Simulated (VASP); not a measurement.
Crystal: Sb.

```
Sb
1.0
     5.72104    0.00000    0.00000
     0.00000    5.72104    0.00000
     0.00000    0.00000    2.67264
Sb
3
Direct
  0.00000 0.00000 0.00000
  0.00000 0.50000 0.00000
  0.50000 0.00000 0.00000
```

The cell was built by a generator and needn't be a form met in nature.

```yaml
Program: VASP 6.6.1
Task: relaxation of cell and atoms
Functional: PBE
Potentials_or_basis: VASP PAW PBE potentials, release 64 (Sb)
Cutoff: 600 eV
k_mesh: 4 × 4 × 6
Occupations: gaussian, width 0.1 eV
Spin: no spin polarisation
```

At the start: pressure 18.8 GPa; volume 29.16 Å³/atom.

Where does the relaxation end?

Over 6 steps the energy falls by 408.0 meV/atom and the volume is 37.61 Å³/atom (+29.0 %); space group P4/mmm (No. 123, to 0.05 Å).

Step by step:
```
step  energy change (eV)  largest force (eV/Å)  pressure (GPa)  volume (Å³)
   1              0.0000                0.0000           18.76        87.48
   2             -0.3130                0.0000           -5.22       137.23
   3             -1.1537                0.0000            0.77       109.02
   4             -1.1546                0.0000            1.02       108.43
   5             -1.1546                0.0000            1.21       107.98
   6             -1.2241                0.0000            0.02       112.83
```

Final structure:
```yaml
crystal:
  lattice:
    - [6.17236, 0.00000, 0.00000]
    - [0.00000, 6.17236, 0.00000]
    - [0.00000, 0.00000, 2.96155]
  atoms:
    - { symbol: Sb, position: [0.00000, 0.00000, 0.00000] }
    - { symbol: Sb, position: [0.00000, 0.50000, 0.00000] }
    - { symbol: Sb, position: [0.50000, 0.00000, 0.00000] }
```

Caveat: the k mesh is coarse (spacing up to 0.39 Å⁻¹), so the values aren't converged; the volume moved by over 15 % at a fixed basis, so the end points are rough.
